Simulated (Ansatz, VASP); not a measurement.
**Two plane-wave programs on Si**

```xyz
2
Lattice="0.0000 2.6663 2.6663 2.6663 0.0000 2.6663 2.6663 2.6663 0.0000" Properties=species:S:1:pos:R:3 pbc="T T T"
Si    2.6663    2.6663    2.6663
Si    3.9994    3.9994    3.9994
```

Alike in both runs: task single point; functional r2SCAN; dispersion D4; k mesh 8 × 8 × 8; occupations fermi-dirac, width 0.05 eV; no spin polarisation.

```csv
,VASP,Ansatz
version,VASP 6.6.1,Ansatz 0.2.0
potentials or method,"VASP PAW PBE potentials, release 64 (Si)",Ansatz PAW
plane-wave cutoff (eV),520,500
valence electrons in the cell,8,8
```

Ansatz gave:

| Property | Result |
| --- | --- |
| gap on the k mesh at the Fermi level (eV) | 0.71 |
| least direct gap on the mesh (eV) | 2.76 |
| pressure (GPa) | 5.9 |
| dispersion energy (meV/atom) | -125.1 |

**Question.** What did VASP give for the same quantities?

**Answer.** gap on the k mesh at the Fermi level (eV): 0.72; least direct gap on the mesh (eV): 2.78; pressure (GPa): 5.7; dispersion energy (meV/atom): -124.9.

Caveats: the PAW data sets were made with another functional, which shifts forces and pressure a little (VASP); the PAW data sets come from PBE, with cores solved anew for the run's functional, which leaves a small shift of forces and pressure (Ansatz). r2SCAN opens gaps a little over a GGA but as a rule still falls short of measured ones. A k mesh can miss the band edges.
